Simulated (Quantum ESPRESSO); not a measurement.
The system is Ge.

```
Ge
1.0
     1.48805   -2.59469    0.00000
     1.48805    2.59469    0.00000
     0.00000    0.00000    4.72760
Ge
2
Direct
  0.33345 0.66655 0.25000
  0.66655 0.33345 0.75000
```

This isn't the form of Ge at room conditions, which is diamond.

```yaml
Program: Quantum ESPRESSO 7.5
Task: single point
Functional: PBE
Potentials_or_basis: SSSP 1.3 efficiency PBE
Cutoff: 748 eV
Density_cutoff: 5987 eV
k_mesh: 10 × 10 × 6
Occupations: fermi-dirac, width 0.05 eV
Spin: no spin polarisation
```

On this cell: pressure 4.2 GPa; largest force under 0.003 eV/Å; band gap on the k mesh none (metal or under the smearing width).

The same run follows on a disturbed copy (atoms moved at random, drawn with an rms of 0.05 Å):

```
Ge
1.0
     1.48805   -2.59469    0.00000
     1.48805    2.59469    0.00000
     0.00000    0.00000    4.72760
Ge
2
Direct
  0.32710 0.67936 0.25322
  0.67910 0.33589 0.74526
```

Task: What does the disturbed cell give?

Result: The energy (extrapolated to zero smearing) moves by +0.1 meV/atom; pressure 4.3 GPa; largest force 0.032 eV/Å; band gap on the k mesh none (metal or under the smearing width).

Forces in eV/Å, atoms in the order of the input:
```
Ge   0.000 -0.013 -0.030
Ge   0.000  0.013  0.030
```

Stress tensor (GPa, compression positive):
```
 3.54  0.02 -0.03
 0.02  3.29  0.05
-0.03  0.05  6.07
```
